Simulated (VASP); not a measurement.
Wanted: the native input for a VASP 6.6.1 run.

```
Task                   : single point
Functional             : PBE
Potentials or basis    : VASP PAW PBE potentials, release 64 (Pt)
Cutoff                 : 520 eV
k mesh                 : 6 × 6 × 6
Occupations            : gaussian, width 0.1 eV
Spin                   : no spin polarisation
Dipole correction      : no
Further INCAR settings : ALGO = Normal; EDIFF = 1e-07; NBANDS = 22
```

The structure of Pt lies in POSCAR:

```
Pt
1.0
    4.7001077127      0.0000000000      0.0000000000
   -2.3500538564      4.0704126797      0.0000000000
    0.0000000000      0.0000000000      2.8813703804
Pt
3
Direct
    0.0000000000      0.0000000000      0.0000000000
    0.3333333333      0.6666666667      0.5000000000
    0.6666666667      0.3333333333      0.5000000000
```

The cell was built by a generator and needn't be a form met in nature.

One way to write it, as run:

INCAR

```
SYSTEM = Pt
PREC = Accurate
ENCUT = 520
EDIFF = 1E-7
ISMEAR = 0
SIGMA = 0.1
LREAL = .FALSE.
LASPH = .TRUE.
NELM = 100
ALGO = Normal
ISIF = 2
LWAVE = .FALSE.
LCHARG = .FALSE.
GGA = PE
NBANDS = 22
```

KPOINTS

```
Automatic mesh
0
G
  6 6 6
  0 0 0
```

Potentials or basis: VASP PAW PBE potentials, release 64 (Pt).

Run with:

```sh
$ cat potpaw_PBE.64/Pt/POTCAR > POTCAR
$ mpirun -np 1 vasp_std > vasp.out
```

Results of the run:

```yaml
Pressure: -22.2 GPa
Band_gap_on_the_k_mesh: none (metal or under the smearing width)
```

Caveat: the k mesh is coarse (spacing up to 0.36 Å⁻¹), so the values aren't converged; so large a pressure means that the cell lies far from this level's equilibrium, or that cutoff or potentials fall short.

Wall time 17 s on 1 thread of AMD EPYC 9R45 96-Core Processor (Zen 5), with other jobs on the host, peak memory 0.16 GiB.
